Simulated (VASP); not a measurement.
Crystal: ZnO (zincite).

```
Zn O
1.0
     3.24931    0.00000    0.00000
    -1.62465    2.81398    0.00000
     0.00000    0.00000    5.20571
Zn O
2 2
Cartesian
  0.0000 1.8760 2.6029
  1.6247 0.9380 0.0000
  1.6247 0.9380 1.9730
  0.0000 1.8760 4.5759
```

Base run:

```yaml
Program: VASP 6.6.1
Functional: PBE
Potentials_or_basis: VASP PAW PBE potentials, release 64 (Zn, O)
Cutoff: 520 eV
k_mesh: 9 × 9 × 5
Occupations: gaussian, width 0.03 eV
Spin: no spin polarisation
```

Its results: band gap on the k mesh 0.79 eV, direct.

Question: The run is repeated on the same cell with these changes: functional from PBE to TB-mBJ; further incar settings from ALGO = Fast; EDIFF = 1e-06 to ALGO = Normal; EDIFF = 1e-06. What comes out?

Answer: Band gap on the k mesh 2.58 eV, direct.
